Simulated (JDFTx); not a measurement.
# GaN (F-43m) in JDFTx: reference runs

How does GaN come out in PBE? The cell is run as given and disturbed.

Everything below comes from runs of JDFTx 1.7.0 (patched build). Logs are shortened: lines on timing, memory, paths and dates and some standing lists are left out, and cuts for length are marked. The log counts tension as positive stress, the text compression.

**The experiment to reproduce.**

A printed reference work, textbook reports, for a bulk crystal of GaN at 0 K: band gap 3.299 eV (direct).

The runs below are set against these values where they give the same quantity.

## (1) Starting point

The structure is cubic, space group F-43m (No. 216). Conventional cell: a = 4.507 Å, b = 4.507 Å, c = 4.507 Å, α = 90.00°, β = 90.00°, γ = 90.00°. Around Ga (site symmetry -43m) lie 4 N at 1.95 Å. N (site symmetry -43m) has 4 Ga at 1.95 Å as nearest neighbours.

The cell is a database's computed one.

## (2) Single point, PBE

GaN.in reads:

```
lattice \
    0.0000000000     4.2584989699     4.2584989699 \
    4.2584989699     0.0000000000     4.2584989699 \
    4.2584989699     4.2584989699     0.0000000000
coords-type Lattice
ion Ga     0.0000000000     0.0000000000     0.0000000000 1
ion N      0.2500000000     0.2500000000     0.2500000000 1

ion-species pseudo/Ga.upf
ion-species pseudo/N.upf
elec-cutoff 42 336
elec-ex-corr gga-PBE
kpoint-folding 10 10 10
elec-smearing Fermi 0.0018374661
elec-n-bands 15
electronic-SCF nIterations 100 energyDiffThreshold 1e-09
electronic-minimize nIterations 30 energyDiffThreshold 1e-7
converge-empty-states yes
forces-output-coords Cartesian

dump-name run.$VAR
dump End Ecomponents EigStats BandEigs Kpoints Forces Stress
```

Potentials or basis: PseudoDojo-SR-PBE-0.5-standard.

Started as:

```sh
jdftx -c 1 -i GaN.in -o GaN.out
```

The log of the run:

```text
*************** JDFTx 1.7.0 (patched build) ***************

Input parsed successfully to the following command list (including defaults):

basis kpoint-dependent
converge-empty-states yes
coords-type Lattice
core-overlap-check vector
coulomb-interaction Periodic
davidson-band-ratio 1.1
dump End Forces BandEigs EigStats Ecomponents Stress Kpoints
dump-name run.$VAR
elec-cutoff 42 336
elec-eigen-algo Davidson
elec-ex-corr gga-PBE
elec-n-bands 15 1
elec-smearing Fermi 0.00183747
electronic-minimize  \
	dirUpdateScheme      FletcherReeves \
	linminMethod         DirUpdateRecommended \
	nIterations          30 \
	history              15 \
	knormThreshold       0 \
	maxThreshold         no \
	energyDiffThreshold  1e-07 \
	nEnergyDiff          2 \
	convergeAll          no \
	alphaTstart          1 \
	alphaTmin            1e-10 \
	updateTestStepSize   yes \
	alphaTreduceFactor   0.1 \
	alphaTincreaseFactor 3 \
	nAlphaAdjustMax      3 \
	wolfeEnergy          0.0001 \
	wolfeGradient        0.9 \
	abortOnFailedStep    no \
	fdTest               no
electronic-scf  \
	nIterations	100 \
	energyDiffThreshold	1e-09 \
	residualThreshold	1e-07 \
	mixFraction	0.5 \
	qMetric	0.8 \
	history	10 \
	nEigSteps	2 \
	eigDiffThreshold	1e-08 \
	mixedVariable	Density \
	qKerker	0.8 \
	qKappa	-1 \
	verbose	no \
	mixFractionMag	1.5
exchange-regularization WignerSeitzTruncated
fluid None
fluid-ex-corr lda-TF lda-PZ
fluid-gummel-loop 10 1.000000e-05
fluid-minimize  \
	dirUpdateScheme      PolakRibiere \
	linminMethod         DirUpdateRecommended \
	nIterations          100 \
	history              15 \
	knormThreshold       0 \
	maxThreshold         no \
	energyDiffThreshold  0 \
	nEnergyDiff          2 \
	convergeAll          no \
	alphaTstart          1 \
	alphaTmin            1e-10 \
	updateTestStepSize   yes \
	alphaTreduceFactor   0.1 \
	alphaTincreaseFactor 3 \
	nAlphaAdjustMax      3 \
	wolfeEnergy          0.0001 \
	wolfeGradient        0.9 \
	abortOnFailedStep    no \
	fdTest               no
fluid-solvent H2O 55.338 ScalarEOS \
	epsBulk 78.4 \
	pMol 0.92466 \
	epsInf 1.77 \
	Pvap 1.06736e-10 \
	sigmaBulk 4.62e-05 \
	Rvdw 2.61727 \
	Res 1.42 \
	tauNuc 343133 \
	poleEl 15 7 1
forces-output-coords Cartesian
ion Ga   0.000000000000000   0.000000000000000   0.000000000000000 1
ion N   0.250000000000000   0.250000000000000   0.250000000000000 1
ion-species pseudo/Ga.upf
ion-species pseudo/N.upf
ion-width 0
ionic-minimize  \
	dirUpdateScheme      L-BFGS \
	linminMethod         DirUpdateRecommended \
	nIterations          0 \
	history              15 \
	knormThreshold       0.0001 \
	maxThreshold         no \
	energyDiffThreshold  1e-06 \
	nEnergyDiff          2 \
	convergeAll          no \
	alphaTstart          1 \
	alphaTmin            1e-10 \
	updateTestStepSize   yes \
	alphaTreduceFactor   0.1 \
	alphaTincreaseFactor 3 \
	nAlphaAdjustMax      3 \
	wolfeEnergy          0.0001 \
	wolfeGradient        0.9 \
	abortOnFailedStep    no \
	fdTest               no
kpoint   0.000000000000   0.000000000000   0.000000000000  1.00000000000000
kpoint-folding 10 10 10
latt-move-scale 1 1 1
latt-scale 1 1 1
lattice  \
	   0.000000000000000    4.258498969900000    4.258498969900000  \
	   4.258498969900000    0.000000000000000    4.258498969900000  \
	   4.258498969900000    4.258498969900000    0.000000000000000
lattice-minimize  \
	dirUpdateScheme      L-BFGS \
	linminMethod         DirUpdateRecommended \
	nIterations          0 \
	history              15 \
	knormThreshold       0 \
	maxThreshold         no \
	energyDiffThreshold  1e-06 \
	nEnergyDiff          2 \
	convergeAll          no \
	alphaTstart          1 \
	alphaTmin            1e-10 \
	updateTestStepSize   yes \
	alphaTreduceFactor   0.1 \
	alphaTincreaseFactor 3 \
	nAlphaAdjustMax      3 \
	wolfeEnergy          0.0001 \
	wolfeGradient        0.9 \
	abortOnFailedStep    no \
	fdTest               no
lcao-params -1 1e-06 0.00183747
pcm-variant GLSSA13
perturb-minimize  \
	nIterations            0 \
	algorithm              MINRES \
	residualTol            0.0001 \
	residualDiffThreshold  0.0001 \
	CGBypass               no \
	recomputeResidual      no
spintype no-spin
subspace-rotation-factor 1 yes
symmetries automatic
symmetry-threshold 0.0001

---------- Setting up symmetries ----------

Found 48 point-group symmetries of the bravais lattice
Found 24 space-group symmetries with basis
Applied RMS atom displacement 0 bohrs to make symmetries exact.

---------- Initializing the Grid ----------
R =
[            0       4.2585       4.2585  ]
[       4.2585            0       4.2585  ]
[       4.2585       4.2585            0  ]
unit cell volume = 154.454
G =
[  -0.737723   0.737723   0.737723  ]
[   0.737723  -0.737723   0.737723  ]
[   0.737723   0.737723  -0.737723  ]
Minimum fftbox size, Smin = [  52  52  52  ]
Chosen fftbox size, S = [  54  54  54  ]

---------- Initializing tighter grid for wavefunction operations ----------
R =
[            0       4.2585       4.2585  ]
[       4.2585            0       4.2585  ]
[       4.2585       4.2585            0  ]
unit cell volume = 154.454
G =
[  -0.737723   0.737723   0.737723  ]
[   0.737723  -0.737723   0.737723  ]
[   0.737723   0.737723  -0.737723  ]
Minimum fftbox size, Smin = [  36  36  36  ]
Chosen fftbox size, S = [  36  36  36  ]

---------- Exchange Correlation functional ----------
Initalized PBE GGA exchange.
Initalized PBE GGA correlation.

---------- Setting up pseudopotentials ----------
Width of ionic core gaussian charges (only for fluid interactions / plotting) set to 0

Reading pseudopotential file 'pseudo/Ga.upf':
  'Ga' pseudopotential, 'PBE' functional
  Generated using ONCVPSP code by D. R. Hamann
  13 valence electrons, 3 orbitals, 6 projectors, 1001 radial grid points, with lMax = 2
    3D    l: 2   occupation: 10.0   eigenvalue: -0.703915
    4S    l: 0   occupation:  2.0   eigenvalue: -0.328859
    4P    l: 1   occupation:  1.0   eigenvalue: -0.094784
  Core radius for overlap checks: 1.84 bohrs.

Reading pseudopotential file 'pseudo/N.upf':
  'N' pseudopotential, 'PBE' functional
  Generated using ONCVPSP code by D. R. Hamann
  5 valence electrons, 2 orbitals, 4 projectors, 1001 radial grid points, with lMax = 1
    2S    l: 0   occupation:  2.0   eigenvalue: -0.682907
    2P    l: 1   occupation:  3.0   eigenvalue: -0.260548
  Core radius for overlap checks: 1.31 bohrs.

Initialized 2 species with 2 total atoms.

Folded 1 k-points by 10x10x10 to 1000 k-points.

---------- Setting up k-points, bands, fillings ----------
Adding inversion symmetry to k-mesh for non-inversion-symmetric unit cell.
Reduced to 47 k-points under symmetry.
Computing the number of bands and number of electrons
Calculating initial fillings.
nElectrons:  18.000000   nBands: 15   nStates: 47

----- Setting up reduced wavefunction bases (one per k-point) -----
average nbasis = 2007.617 , ideal nbasis = 2008.018

---------- Setting up ewald sum ----------
Optimum gaussian width for ewald sums = 1.934137 bohr.
Real space sum over 1331 unit cells with max indices [  5  5  5  ]
Reciprocal space sum over 2197 terms with max indices [  6  6  6  ]

---------- Allocating electronic variables ----------
Initializing wave functions:  linear combination of atomic orbitals
Note: number of bands (15) exceeds available atomic orbitals (13)
Ga pseudo-atom occupations:   s ( 2 )  p ( 1 )  d ( 10 )
N pseudo-atom occupations:   s ( 2 )  p ( 3 )
	FillingsUpdate:  mu: +0.577852168  nElectrons: 18.000000
LCAOMinimize: Iter:   0  F: -76.9547085554851122  |grad|_K:  8.079e-03  alpha:  1.000e+00
	FillingsUpdate:  mu: +0.446496458  nElectrons: 18.000000
LCAOMinimize: Iter:   1  F: -77.0891529839084484  |grad|_K:  3.834e-04  alpha:  3.559e-01  linmin: -4.970e-01  cgtest:  9.341e-01
LCAOMinimize: Encountered beta<0, resetting CG.
[... 6 lines of inner loops ...]
LCAOMinimize: Iter:   4  F: -77.0894417361412536  |grad|_K:  9.658e-07  alpha:  5.598e-01  linmin: -1.665e-05  cgtest:  2.795e-06
	FillingsUpdate:  mu: +0.440464424  nElectrons: 18.000000
LCAOMinimize: Iter:   5  F: -77.0894417391569959  |grad|_K:  6.133e-08  alpha:  6.115e-01  linmin:  9.867e-04  cgtest: -3.681e-03
LCAOMinimize: Converged (|Delta F|<1.000000e-06 for 2 iters).

-------- Electronic minimization -----------
Will mix electronic density at each iteration.
	FillingsUpdate:  mu: +0.440464424  nElectrons: 18.000000
	FillingsUpdate:  mu: +0.425902341  nElectrons: 18.000000
SCF: Cycle:  0   F: -77.128934204121919   dF: -3.949e-02   |Residual|: 5.449e-02   |deigs|: 2.751e-01
	FillingsUpdate:  mu: +0.420277522  nElectrons: 18.000000
SCF: Cycle:  1   F: -77.130641954601813   dF: -1.708e-03   |Residual|: 2.104e-02   |deigs|: 1.252e-02
	FillingsUpdate:  mu: +0.421834326  nElectrons: 18.000000
SCF: Cycle:  2   F: -77.130692584744295   dF: -5.063e-05   |Residual|: 9.818e-03   |deigs|: 2.909e-03
	FillingsUpdate:  mu: +0.422825075  nElectrons: 18.000000
SCF: Cycle:  3   F: -77.130699415466168   dF: -6.831e-06   |Residual|: 1.324e-03   |deigs|: 1.442e-03
	FillingsUpdate:  mu: +0.423058890  nElectrons: 18.000000
SCF: Cycle:  4   F: -77.130700483270218   dF: -1.068e-06   |Residual|: 3.943e-04   |deigs|: 4.642e-04
	FillingsUpdate:  mu: +0.423114678  nElectrons: 18.000000
SCF: Cycle:  5   F: -77.130700680204626   dF: -1.969e-07   |Residual|: 1.089e-04   |deigs|: 3.137e-04
	FillingsUpdate:  mu: +0.423127805  nElectrons: 18.000000
SCF: Cycle:  6   F: -77.130700741060821   dF: -6.086e-08   |Residual|: 4.291e-05   |deigs|: 3.695e-04
	FillingsUpdate:  mu: +0.423125505  nElectrons: 18.000000
SCF: Cycle:  7   F: -77.130700755510219   dF: -1.445e-08   |Residual|: 1.312e-05   |deigs|: 2.490e-04
	FillingsUpdate:  mu: +0.423125184  nElectrons: 18.000000
SCF: Cycle:  8   F: -77.130700760808224   dF: -5.298e-09   |Residual|: 7.400e-06   |deigs|: 2.849e-04
	FillingsUpdate:  mu: +0.423125100  nElectrons: 18.000000
SCF: Cycle:  9   F: -77.130700761972264   dF: -1.164e-09   |Residual|: 1.380e-06   |deigs|: 2.493e-04
	FillingsUpdate:  mu: +0.423124937  nElectrons: 18.000000
SCF: Cycle: 10   F: -77.130700762394653   dF: -4.224e-10   |Residual|: 5.990e-07   |deigs|: 2.710e-04
	FillingsUpdate:  mu: +0.423124977  nElectrons: 18.000000
SCF: Cycle: 11   F: -77.130700762481979   dF: -8.733e-11   |Residual|: 1.439e-07   |deigs|: 1.156e-04
SCF: Converged (|Delta E|<1.000000e-09 for 2 iters).

Setting wave functions to eigenvectors of Hamiltonian
Converging empty states (this may take a while):
EmptyStates: None of the convergence criteria satisfied.
|deigs|: 1.152e-03

# Stress tensor in Cartesian coordinates [Eh/a0^3]:
[  -0.00017633            0            0  ]
[            0  -0.00017633            0  ]
[            0            0  -0.00017633  ]

# Ionic positions in lattice coordinates:
ion Ga   0.000000000000000   0.000000000000000   0.000000000000000 1
ion N   0.250000000000000   0.250000000000000   0.250000000000000 1

# Forces in Cartesian coordinates:
force Ga  -0.000000000000000   0.000000000000000  -0.000000000000000 1
force N  -0.000000000000000   0.000000000000000   0.000000000000000 1

# Energy components:
   Eewald =      -58.3371585566606043
       EH =       21.8369928033147431
     Eloc =      -57.0191408367193375
      Enl =      -39.4174921805185505
      Exc =      -24.0674519582166404
 Exc_core =        9.7492027964332664
       KE =       70.1243471698930563
-------------------------------------
     Etot =      -77.1307007624740635
       TS =        0.0000000000079086
-------------------------------------
        F =      -77.1307007624819789

IonicMinimize: Iter:   0  F: -77.130700762481979  |grad|_K:  7.826e-36
IonicMinimize: Converged (|grad|_K<1.000000e-04).

#--- Lowdin population analysis ---
# oxidation-state Ga +0.825
# oxidation-state N -0.796

Dumping 'run.eigStats' ...
	eMin: -0.195350 at state 0 ( [ +0.000000 +0.000000 +0.000000 ] spin 0 )
	HOMO: +0.389171 at state 0 ( [ +0.000000 +0.000000 +0.000000 ] spin 0 )
	mu  : +0.423125
	LUMO: +0.453802 at state 0 ( [ +0.000000 +0.000000 +0.000000 ] spin 0 )
	eMax: +1.209083 at state 43 ( [ +0.100000 +0.500000 -0.400000 ] spin 0 )
	HOMO-LUMO gap: +0.064630
	Optical gap  : +0.064630 at state 0 ( [ +0.000000 +0.000000 +0.000000 ] spin 0 )
WARNING: the last solve of the electrons (or of bands or displaced states from it) ended unconverged.
Done!
[note: mu as printed may lie anywhere between the filled and the empty levels]
```

Wall time 68 s (1 thread of Arm Neoverse V1, shared host); peak memory 0.11 GiB.

Results:

```yaml
Free_energy: -2098.8333 eV
Pressure: 5.2 GPa
Band_gap_on_the_k_mesh: 1.76 eV, direct
Loewdin_charges: Ga +0.82; N -0.80 e
```

Caveat: the empty levels aren't tightly converged.

## (3) Single point, PBE (atoms moved at random, drawn with an rms of 0.05 Å)

Changes to GaN.in since step 2:

```diff
@@ -5,4 +5,4 @@
 coords-type Lattice
-ion Ga     0.0000000000     0.0000000000     0.0000000000 1
-ion N      0.2500000000     0.2500000000     0.2500000000 1
+ion Ga     0.0064260000    -0.0016860000    -0.0053100000 1
+ion N      0.2425010000     0.2481970000     0.2566230000 1
 
@@ -21,2 +21,2 @@
 dump-name run.$VAR
-dump End Ecomponents EigStats BandEigs Kpoints Forces Stress
+dump End Ecomponents EigStats BandEigs Kpoints Forces Stress ElecDensity Dtot KEdensity
```

Potentials or basis: PseudoDojo-SR-PBE-0.5-standard.

Started as:

```sh
jdftx -c 1 -i GaN.in -o GaN.out
```

Wall time 12 min (1 thread of Arm Neoverse V1, shared host); peak memory 0.68 GiB.

It converged, with:

```yaml
Free_energy: -2098.8227 eV
Pressure: 5.4 GPa
Largest_force: 0.508 eV/Å
Band_gap_on_the_k_mesh: 1.68 eV, direct
Loewdin_charges: Ga +0.83; N -0.80 e
```

Forces in eV/Å, atoms in the order of the input:
```
Ga   0.326 -0.010 -0.390
N   -0.326  0.010  0.390
```

Stress tensor (GPa, compression positive):
```
 5.34  1.91  0.05
 1.91  5.44 -1.60
 0.05 -1.60  5.30
```

Levels at points of the mesh, in eV from the valence-band top:
```
           k point  band 5  band 6  band 7  band 8  band 9  band 10  band 11
(0.00, 0.00, 0.00)  -13.34  -13.34   -0.17   -0.09    0.00     1.68    10.22
(0.00, 0.00, 0.50)  -13.29  -12.03   -7.21   -1.12   -0.97     4.64     8.66
(0.00, 0.50, 0.00)  -13.29  -12.04   -7.10   -1.16   -0.93     4.59     8.65
(0.00, 0.50, 0.50)  -13.27  -11.59   -6.20   -2.81   -2.73     3.30     6.61
(0.50, 0.00, 0.00)  -13.29  -12.04   -6.98   -1.11   -0.99     4.53     8.63
(0.50, 0.00, 0.50)  -13.27  -11.59   -6.20   -2.78   -2.76     3.29     6.60
(0.50, 0.50, 0.00)  -13.27  -11.59   -6.20   -2.82   -2.73     3.30     6.61
(0.50, 0.50, 0.50)  -13.29  -12.03   -7.12   -1.16   -0.93     4.60     8.65
```

Caveat: the empty levels aren't tightly converged.

## (4) Comparison with measurements

Step 2. Measured gap of GaN: 3.299 eV (direct; 0 K; a printed reference work, textbook). This calculation gives 1.76 eV (-1.54 eV). Spin-orbit coupling on Ga is left out. The value is that of PBE, without temperature or zero-point motion. Semilocal functionals fall short of measured gaps as a rule. The cell is a database's relaxed one, not the measured one, which moves gaps too.
